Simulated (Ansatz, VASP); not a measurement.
One calculation of HgTe, two programs

```
Hg Te
1.0
    -3.08194    3.08194    1.43767
     3.08194   -3.08194    1.43767
     3.08194    3.08194   -1.43767
Hg Te
1 1
Direct
  0.25000 0.75000 0.50000
  0.00000 0.00000 0.00000
```

Alike in both runs: task single point; functional PBE; k mesh 16 × 16 × 16; occupations gaussian, width 0.1 eV; no spin polarisation.

|  | VASP | Ansatz |
| --- | --- | --- |
| version | VASP 6.6.1 | Ansatz 0.2.0 |
| potentials or method | VASP PAW PBE potentials, release 64 (Hg, Te) | scalar-relativistic, plane waves, PAW |
| plane-wave cutoff (eV) | 520 | 420 |
| valence electrons in the cell | 18 | 36 |

```csv
,VASP,Ansatz,Ansatz less VASP
gap on the k mesh at the Fermi level (eV),none,none,-
pressure (GPa),4.6,4.5,-0.14
largest component of the traceless stress (GPa),6.34,6.20,-0.134
```

A gap of «none» marks a metal or a gap that the smearing closes. With one functional, cell and mesh, what is left measures potentials, basis and numerics. The two sets of potentials don't hold the same shells in valence.

The runs have no spin-orbit coupling, so splittings on Hg, Te are missing.
